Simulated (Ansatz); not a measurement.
## PtS2 in Ansatz: the effect of functional

The system is PtS2.

```
Pt S
1.0
     3.61269    0.00000    0.00000
    -1.80635    3.12868    0.00000
     0.00000    0.00000    5.13763
Pt S
1 2
Direct
  0.00000 0.00000 0.00000
  0.66667 0.33333 0.77300
  0.33333 0.66667 0.22700
```

The cell isn't the ideal one: volume scaled by 1.06.

Alike in all runs:

- Program: Ansatz 0.2.0
- Task: single point
- Potentials or basis: Ansatz PAW
- k mesh: 9 × 9 × 5
- Occupations: fermi-dirac, width 0.05 eV
- Spin: no spin polarisation

```csv
functional,cutoff,gap on the mesh (eV),pressure (GPa),largest force (eV/Å)
LDA,420 eV (not typed: the program's choice for these potentials),0.84,-4.8,0.01
PBE,420 eV (not typed: the program's choice for these potentials),?,?,?
PBEsol,420 eV (not typed: the program's choice for these potentials),0.89,-2.2,0.13
r2SCAN,500 eV (not typed: the program's choice for these potentials),1.11,0.2,0.38
```

What does the run with functional PBE give?

gap on the mesh 0.95 eV; pressure 2.5 GPa; largest force 0.43 eV/Å.

Caveats: odd divisions of the mesh miss points on the zone boundary, where band edges often lie, so the gap on the mesh can be too wide; spin-orbit coupling is left out, which moves the levels of the heavy elements; the PAW data sets come from PBE, with cores solved anew for the run's functional, which leaves a small shift of forces and pressure (some runs).

A k mesh can miss the band edges.
